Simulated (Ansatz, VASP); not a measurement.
# AlN in VASP and in Ansatz

```
Al N
1.0
    -3.28956    3.28956    2.05593
     3.28956   -3.28956    2.05593
     3.28956    3.28956   -2.05593
Al N
4 4
Cartesian
  2.3215 -0.9680 2.0559
  0.9680 4.2576 0.0000
  0.9680 2.3215 2.0559
  2.3215 0.9680 0.0000
  0.9897 2.2998 0.0000
  2.2998 0.9897 2.0559
  -0.9897 2.2998 2.0559
  4.2793 0.9897 0.0000
```

Alike in both runs: functional PBE; k mesh 8 × 8 × 8; occupations gaussian, width 0.02 eV; no spin polarisation.

Ansatz relaxed the structure, and its values are those at the end. VASP's run is a single point on that final structure, the one shown.

```csv
,VASP,Ansatz
version,VASP 6.6.1,Ansatz 0.2.0
potentials or method,"VASP PAW PBE potentials, release 64 (Al, N)","scalar-relativistic, plane waves, PAW"
plane-wave cutoff (eV),520,420
valence electrons in the cell,32,32
```

```csv
,VASP,Ansatz,Ansatz less VASP
gap on the k mesh at the Fermi level (eV),2.21,2.21,-0.004
least direct gap on the mesh (eV),2.21,2.21,-0.004
pressure (GPa),-0.2,0.0,+0.22
```

A k mesh can miss the band edges. As with any semilocal functional, this PBE gap is likely too small.
